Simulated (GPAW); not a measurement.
GaP:

```
Ga P
1.0
     0.00000    2.72525    2.72525
     2.72525    0.00000    2.72525
     2.72525    2.72525    0.00000
Ga P
1 1
Cartesian
  0.0000 0.0000 0.0000
  4.0879 4.0879 4.0879
```

Base run:

* Program: GPAW 26.7.0
* Functional: RPBE
* Potentials or basis: the program's PAW data sets (release 1.2.1) made for this functional
* Cutoff: 600 eV
* Basis: pw
* k mesh: 8 × 8 × 8
* Occupations: fermi-dirac, width 0.05 eV
* Spin: no spin polarisation

Its results: band gap on the k mesh 1.76 eV, indirect (least direct gap 2.02 eV); pressure 6.7 GPa.

Question: The run is repeated on the same cell with these changes: functional from RPBE to LDA. What comes out?

Answer: Band gap on the k mesh 1.51 eV, indirect (least direct gap 1.69 eV); pressure -0.8 GPa.

LDA binds more tightly than RPBE, so the same cell stands under less pressure.

A k mesh can miss the band edges.

Not every run made on this cell is shown here.
